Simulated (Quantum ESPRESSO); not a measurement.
Here is a Quantum ESPRESSO 7.5 calculation.

The input pw.in:

```
&CONTROL
  calculation = 'scf'
  prefix = 'pwscf'
  outdir = './tmp'
  pseudo_dir = './pseudo'
  tprnfor = .true.
  tstress = .true.
  disk_io = 'low'
/
&SYSTEM
  ibrav = 0
  nat = 2
  ntyp = 2
  ecutwfc = 45
  ecutrho = 360
  nbnd = 17
  occupations = 'smearing'
  smearing = 'fd'
  degauss = 0.00367493
/
&ELECTRONS
  conv_thr = 4d-10
  electron_maxstep = 120
  mixing_beta = 0.5
/
ATOMIC_SPECIES
Mn    54.9380 mn_lda_v1.5.uspp.F.UPF
O     15.9990 o_lda_v1.2.uspp.F.UPF
CELL_PARAMETERS angstrom
   0.0000000000    2.2220003300    2.2220003300
   2.2220003300    0.0000000000    2.2220003300
   2.2220003300    2.2220003300    0.0000000000
ATOMIC_POSITIONS angstrom
Mn     0.0000000000    0.0000000000    0.0000000000
O      2.2220003300    2.2220003300    2.2220003300
K_POINTS automatic
6 6 6 1 1 1
```

Contents of scf2.in:

```
&CONTROL
  calculation = 'scf'
  prefix = 'pwscf'
  outdir = './tmp'
  pseudo_dir = './pseudo'
  tprnfor = .true.
  tstress = .true.
  disk_io = 'low'
/
&SYSTEM
  ibrav = 0
  nat = 2
  ntyp = 2
  ecutwfc = 45
  ecutrho = 360
  nbnd = 17
  occupations = 'smearing'
  smearing = 'fd'
  degauss = 0.00367493
/
&ELECTRONS
  conv_thr = 1d-11
  electron_maxstep = 120
  mixing_beta = 0.5
  startingpot = 'file'
  startingwfc = 'file'
/
ATOMIC_SPECIES
Mn    54.9380 mn_lda_v1.5.uspp.F.UPF
O     15.9990 o_lda_v1.2.uspp.F.UPF
CELL_PARAMETERS angstrom
   0.0000000000    2.2220003300    2.2220003300
   2.2220003300    0.0000000000    2.2220003300
   2.2220003300    2.2220003300    0.0000000000
ATOMIC_POSITIONS angstrom
Mn     0.0000000000    0.0000000000    0.0000000000
O      2.2220003300    2.2220003300    2.2220003300
K_POINTS automatic
6 6 6 1 1 1
```

The input eels.in:

```
&LR_INPUT
  prefix = 'pwscf'
  outdir = './tmp'
  restart_step = 5000
  restart = .false.
/
&LR_CONTROL
  calculator = 'lanczos'
  approximation = 'TDDFT'
  q1 = 0.1414569344
  q2 = 0.1414569344
  q3 = 0
  itermax = 800
/
```

The input spectrum.in:

```
&LR_INPUT
  prefix = 'pwscf'
  outdir = './tmp'
  eels = .true.
  itermax0 = 800
  itermax = 20000
  extrapolation = 'osc'
  epsil = 0.03
  units = 1
  start = 0
  end = 40
  increment = 0.2
/
```

Contents of spectrum_short.in:

```
&LR_INPUT
  prefix = 'pwscf'
  outdir = './tmp'
  eels = .true.
  itermax0 = 532
  itermax = 20000
  extrapolation = 'osc'
  epsil = 0.03
  units = 1
  start = 0
  end = 40
  increment = 0.2
/
```

Potentials or basis: GBRV 1.5 LDA.

Run with:

```console
$ OMP_NUM_THREADS=1 pw.x -in pw.in > pw.out
$ OMP_NUM_THREADS=1 pw.x -in scf2.in > scf2.out
$ OMP_NUM_THREADS=1 turbo_eels.x -in eels.in > eels.out
$ OMP_NUM_THREADS=1 turbo_spectrum.x -in spectrum.in > spectrum.out
$ OMP_NUM_THREADS=1 turbo_spectrum.x -in spectrum_short.in > spectrum_short.out
```

Q: What does it give for the peak of the energy-loss function?

A: 21.0 eV.

Q: Estimate the pressure.

A: -47.0 GPa.

Q: Estimate the band gap on the k mesh.

A: None (metal or under the smearing width).

Energy-loss function at q = [0.28284, 0.28284, 0.0] (Å⁻¹, cartesian):
```
energy (eV)   loss
        0.0  0.000
        1.8  0.045
        3.4  0.255
        5.2  0.106
        7.0  0.228
        8.6  0.498
       10.4  0.341
       12.2  0.431
       13.8  0.401
       15.6  0.530
       17.4  0.751
       19.0  0.652
       20.8  1.070
       22.4  1.042
       24.2  0.683
       26.0  0.635
       27.6  0.954
       29.4  0.719
       31.2  0.544
       32.8  0.596
       34.6  0.797
       36.4  0.638
       38.0  0.507
       39.8  0.460
```

Caveat: the k mesh is coarse (spacing up to 0.41 Å⁻¹), so the values aren't converged; the wave vector is under the mesh spacing, so the intraband response is poorly sampled; a pressure of tens of GPa on the cell as given is suspect, and the run, the potentials or the cell itself is likely at fault; an odd number of electrons without spin polarisation forces a metal; a magnetic or distorted state may lie lower; the run has no spin polarisation, though such a crystal can be magnetic; semilocal functionals often make such compounds metallic where correlation or magnetic order opens a gap, which also shifts bond lengths. With open d or f shells a metallic result of LDA can be an artefact of self-interaction; +U or a hybrid may open a gap.
